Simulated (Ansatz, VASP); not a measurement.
**Two plane-wave programs on P**

```
CELL_PARAMETERS angstrom
4.82842 0.00000 0.00000
0.00000 4.82842 0.00000
0.00000 0.00000 2.28055
ATOMIC_POSITIONS crystal
P 0.00000 0.00000 0.00000
P 0.00000 0.50000 0.00000
P 0.50000 0.00000 0.00000
```

Alike in both runs: task relaxation of cell and atoms; functional PBE; k mesh 10 × 10 × 20; occupations gaussian, width 0.1 eV; no spin polarisation.

|  | VASP | Ansatz |
| --- | --- | --- |
| version | VASP 6.6.1 | Ansatz 0.2.0 |
| potentials or method | VASP PAW PBE potentials, release 64 (P) | scalar-relativistic, plane waves, PAW |
| plane-wave cutoff (eV) | 600 | 420 |
| valence electrons in the cell | 15 | 15 |

VASP gave:

| Quantity | Value |
| --- | --- |
| gap on the k mesh at the Fermi level, each at its own relaxed structure (eV) | none |
| relaxed volume (Å³/atom) | 17.77 |
| relaxed cell length with the largest relative difference (Å) | 2.324 |
| energy change over the relaxation (meV/atom) | -6 |

Task: What did Ansatz give for the same quantities?

Result: gap on the k mesh at the Fermi level, each at its own relaxed structure (eV): none; relaxed volume (Å³/atom): 17.82; relaxed cell length with the largest relative difference (Å): 2.327; energy change over the relaxation (meV/atom): -7.

A gap of «none» marks a metal or a gap that the smearing closes.
